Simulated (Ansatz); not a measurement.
**An added O started as a split pair with an O atom in rocksalt MgO, 65 atoms, charge −2**

All numbers come from Ansatz (PAW, plane waves, no spin–orbit coupling) at the single k point (¼, ¼, ¼) without its symmetry partners. The atoms were relaxed with PBEsol in a fixed cell; other functionals are single points on those atoms unless said otherwise. The valence top and gap of the host come from its small cell on a dense mesh, with the band extrema sought between the mesh points, lined up by the mean potential, PBEsol gap 4.62 eV, HSE06 gap 6.46 eV, r²SCAN gap 5.61 eV. The charge correction uses an assumed dielectric constant of 9.8.

Cell: a = 8.429 Å, b = 8.429 Å, c = 8.429 Å, α = 90.00°, β = 90.00°, γ = 90.00°.

Nearest atoms after relaxation, from the placed atom (for vacancies from the middle of the vacant sites): Mg at 1.84 Å, Mg at 1.84 Å, Mg at 1.84 Å, Mg at 1.84 Å, O at 2.29 Å, O at 2.29 Å, O at 2.29 Å, O at 2.29 Å.

Chemical potentials μ are those of reference phases of the elements at zero temperature by the same functional (the usual solids, diamond for C, grey Sn, and the molecules H2, N2, O2, F2, Cl2, Br2 and S8).

| functional | E(defect) − E(host) − Σ nμ + q·E_VBM (eV) | monopole (eV) | alignment (eV) | formation energy at E_F = VBM (eV) | moment (μB) | wall time, shared host |
| --- | --- | --- | --- | --- | --- | --- |
| PBEsol | 9.43 | 0.99 | 0.13 | 10.55 | 0 (no spin) | 45 s on NVIDIA H100 (relaxation) |
| HSE06 | 11.82 | 0.99 | 0.13 | 12.94 | 0 (no spin) | 39 s on NVIDIA H100 |
| r²SCAN | 10.19 | 0.99 | 0.14 | 11.32 | 0 (no spin) | 13 s on NVIDIA H100 |

Problem. How does the monopole term follow by hand for this cubic cell?

Solution. q²·α·e²/(4πε₀)/(2εL) with the Madelung constant α = 2.837 and e²/4πε₀ = 14.40 eV·Å: 4 × 2.837 × 14.40 / (2 × 9.8 × 8.429) = 0.99 eV.

HSE06 one-electron levels near the gap (the ten most localised at most), from the host's valence top, not corrected for the charge's images:

```csv
level (eV),spin,filling,atoms sharing it,element of the atom with most weight
-0.12,both,2.00,10.0,O
-0.12,both,2.00,10.6,O
-0.04,both,2.00,10.0,O
0.07,both,2.00,15.0,O
0.07,both,2.00,15.2,O
0.12,both,2.00,10.2,O
0.64,both,2.00,9.3,O
2.41,both,2.00,3.5,O
2.44,both,2.00,3.8,O
2.46,both,2.00,3.7,O
```

r²SCAN one-electron levels near the gap (the ten most localised at most), from the host's valence top, not corrected for the charge's images:

| level (eV) | spin | filling | atoms sharing it | element of the atom with most weight |
| --- | --- | --- | --- | --- |
| -0.06 | both | 2.00 | 9.2 | O |
| -0.06 | both | 2.00 | 9.7 | O |
| 0.03 | both | 2.00 | 9.7 | O |
| 0.12 | both | 2.00 | 14.2 | O |
| 0.12 | both | 2.00 | 14.5 | O |
| 0.18 | both | 2.00 | 9.9 | O |
| 0.76 | both | 2.00 | 9.0 | O |
| 2.51 | both | 2.00 | 3.4 | O |
| 2.54 | both | 2.00 | 3.7 | O |
| 2.56 | both | 2.00 | 3.6 | O |

All elements are taken at their own reference at once; growth conditions in equilibrium with the host shift these energies, by up to the host's formation enthalpy.

One k point and a cell of this size can leave errors of several tenths of an eV in such numbers.
